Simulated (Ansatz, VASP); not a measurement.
# Mo in VASP and in Ansatz

File INCAR:

```
PREC = Accurate ; ENCUT = 520
EDIFF = 1E-7 ; ISMEAR = 0
SIGMA = 0.15 ; LREAL = False
LASPH = True ; NELM = 100
ALGO = Normal ; ISIF = 2
LWAVE = False ; LCHARG = False
GGA = PS ; NBANDS = 13
```

KPOINTS

```
regular mesh
0
Gamma
  18 18 18
```

The input POSCAR:

```
Mo
1.0
    2.9748675570      0.0000000000      0.0000000000
   -1.4874337785      2.5763108772      0.0000000000
    0.0000000000      0.0000000000      2.5551807000
Mo
1
Direct
    0.0000000000      0.0000000000      0.5000000000
```

Input for Ansatz:

```yaml
crystal:
  lattice:
    - [2.974867557, 0.0, 0.0]
    - [-1.4874337785, 2.5763108772, 0.0]
    - [0.0, 0.0, 2.5551807]
  atoms:
    - { symbol: Mo, position: [0.0, 0.0, 0.5] }
basis:
  ecutwfc: 420
kpoints:
  mp_grid: { grid: [18, 18, 18] }
hamiltonian:
  xc: pbesol
scf:
  occupations: { method: gaussian, width: 0.15 }
output:
  forces: true
  stress: true
  eigenvalues: true
```

Change from the starting cell: strain +0.0875 x Voigt [1, 1, 0, 0, 0, 0], atoms carried along.

Alike in both runs: task single point; functional PBEsol; k mesh 18 × 18 × 18; occupations gaussian, width 0.15 eV; no spin polarisation.

|  | VASP | Ansatz |
| --- | --- | --- |
| version | VASP 6.6.1 | Ansatz 0.2.0 |
| potentials or method | VASP PAW PBE potentials, release 64 (Mo_sv) | scalar-relativistic, plane waves, PAW |
| plane-wave cutoff (eV) | 520 | 420 |
| valence electrons in the cell | 14 | 14 |

```tsv
	VASP	Ansatz	Ansatz less VASP
gap on the k mesh at the Fermi level (eV)	none	none	-
pressure (GPa)	-27.4	-27.6	-0.26
largest component of the traceless stress (GPa)	2.92	2.72	-0.196
```

A gap of «none» marks a metal or a gap that the smearing closes. The functional is the same, so the differences come from potentials, cutoffs and numerics.

Caveats: so large a pressure means that the cell lies far from this level's equilibrium, or that cutoff or potentials fall short (VASP); the potentials were made for another functional, which shifts forces and pressure (VASP).
